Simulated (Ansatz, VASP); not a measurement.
# AlCo: VASP beside Ansatz

```xyz
2
Lattice="2.6688 0.0000 0.0000 -1.3344 2.3112 0.0000 0.0000 0.0000 3.7436" Properties=species:S:1:pos:R:3 pbc="T T T"
Co    0.0000    0.0000    0.0000
Al    0.0000    1.5408    1.8718
```

Alike in both runs: functional PBE; k mesh 14 × 14 × 13; occupations fermi-dirac, width 0.1 eV; no spin polarisation.

Ansatz relaxed the structure, and its values are those at the end. VASP's run is a single point on that final structure, the one shown.

|  | VASP | Ansatz |
| --- | --- | --- |
| version | VASP 6.6.1 | Ansatz 0.2.0 |
| potentials or method | VASP PAW PBE potentials, release 64 (Co, Al), cutoff 520 eV | all-electron LAPW, scalar-relativistic |

```tsv
	VASP	Ansatz	Ansatz less VASP
pressure (GPa)	10.0	10.0	+0.01
```

Ansatz ran all-electron here, so the differences hold the error of VASP's frozen core and of both bases.

Spin polarisation is off, so any magnetic state and its effect on volume and gap are missing.
